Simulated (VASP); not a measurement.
The system is SnSe.

```
Sn Se
1.0
    11.42000    0.00000    0.00000
     0.00000    4.19000    0.00000
     0.00000    0.00000    4.46000
Sn Se
4 4
Direct
  0.12300 0.25000 0.09100
  0.37700 0.75000 0.59100
  0.62300 0.25000 0.40900
  0.87700 0.75000 0.90900
  0.35700 0.25000 0.01600
  0.14300 0.75000 0.51600
  0.85700 0.25000 0.48400
  0.64300 0.75000 0.98400
```

| Quantity | Value |
| --- | --- |
| Program | VASP 6.6.1 |
| Task | relaxation of cell and atoms |
| Functional | PBE |
| Potentials or basis | VASP PAW PBE potentials, release 64 (Sn_d, Se) |
| Cutoff | 600 eV |
| k mesh | 4 × 8 × 8 |
| Occupations | gaussian, width 0.03 eV |
| Spin | no spin polarisation |

At the start: pressure 2.4 GPa; volume 26.68 Å³/atom.

Question: Where does the relaxation end?

Answer: Over 36 steps the energy falls by 13.9 meV/atom and the volume is 28.25 Å³/atom (+5.9 %); space group Pnma (No. 62, to 0.05 Å).

Step by step:
```tsv
step	energy change (eV)	largest force (eV/Å)	pressure (GPa)	volume (Å³)
1	0.0000	0.3318	2.42	213.41
2	-0.0773	0.2142	-0.90	226.09
3	-0.0926	0.0984	-0.02	222.21
4	-0.0963	0.0760	0.06	222.29
5	-0.0989	0.0723	0.19	222.42
6	-0.1019	0.0532	0.06	223.61
7	-0.1033	0.0285	-0.19	226.28
8	-0.1037	0.0303	-0.13	225.49
9	-0.1047	0.0285	0.07	225.34
10	-0.1047	0.0312	0.08	225.32
11	-0.1058	0.0210	0.02	225.85
12	-0.1060	0.0191	-0.02	226.32
13	-0.1065	0.0244	-0.02	226.47
14	-0.1066	0.0310	-0.02	226.57
15	-0.1072	0.0269	-0.01	226.44
16	-0.1083	0.0181	0.06	226.05
17	-0.1086	0.0343	0.22	225.27
18	-0.1088	0.0255	0.14	225.63
19	-0.1091	0.0231	0.12	225.73
20	-0.1096	0.0158	0.04	226.04
21	-0.1098	0.0301	-0.09	226.64
22	-0.1099	0.0230	-0.07	226.45
23	-0.1100	0.0187	-0.04	226.37
24	-0.1102	0.0120	0.00	226.23
25	-0.1102	0.0136	0.00	226.19
26	-0.1103	0.0137	0.02	226.17
27	-0.1104	0.0178	0.02	226.10
28	-0.1104	0.0205	0.04	226.08
29	-0.1105	0.0189	0.01	226.16
30	-0.1106	0.0156	-0.05	226.40
31	-0.1108	0.0126	-0.03	226.32
32	-0.1109	0.0115	0.02	226.07
33	-0.1110	0.0095	0.03	226.06
34	-0.1112	0.0039	0.03	226.00
35	-0.1111	0.0102	0.04	225.88
36	-0.1113	0.0029	0.01	225.96
```

Final structure:
```
Sn Se
1.0
    11.76559    0.00000    0.00000
     0.00000    4.20643    0.00000
     0.00000    0.00000    4.56572
Sn Se
4 4
Direct
  0.12080 0.25000 0.11579
  0.37920 0.75000 0.61579
  0.62080 0.25000 0.38421
  0.87920 0.75000 0.88421
  0.35493 0.25000 0.02391
  0.14507 0.75000 0.52391
  0.85493 0.25000 0.47609
  0.64507 0.75000 0.97609
```
